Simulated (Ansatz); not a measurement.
Zinc-blende InN (metastable phase) was calculated with r²SCAN+SOC (Ansatz, a program for electronic structure, plane waves, PAW).

Settings: plane-wave cutoff 560 eV, 12×12×12 k mesh, Fermi–Dirac smearing 0.01 eV, PAW data made under PBE.

The volume scan:

```csv
V (Å³/atom),E − E_lowest (meV/atom)
14.671,27.50
14.983,11.76
15.295,2.83
15.607,0.00
15.919,2.64
16.232,10.15
16.544,22.04
```

Problem. Fit the third-order Birch–Murnaghan equation and give B0 and B′.

Solution. V0 = 15.607 Å³/atom, B0 = 140 GPa, B′ = 4.5 (fit to the energies at full precision).

Measured, for comparison: equilibrium volume per atom 15.72 Å³/atom (temperature not stated, not corrected to a static lattice, epilayer on 3C-SiC; as tabulated in Schörmann, As, Lischka, Schley, Goldhahn et al., Appl. Phys. Lett. 89, 261903 …). Computed (rounded) less measured: equilibrium volume per atom -0.7 %. A static lattice is as a rule a little smaller and stiffer than an uncorrected measurement, which can account for part of this.

Note: the gap of the solid is closed in this run; this level leaves the solid without a gap, although one is measured.

Static lattice: no zero-point or thermal effects.

It cost roughly 9 core-minutes of CPU time.
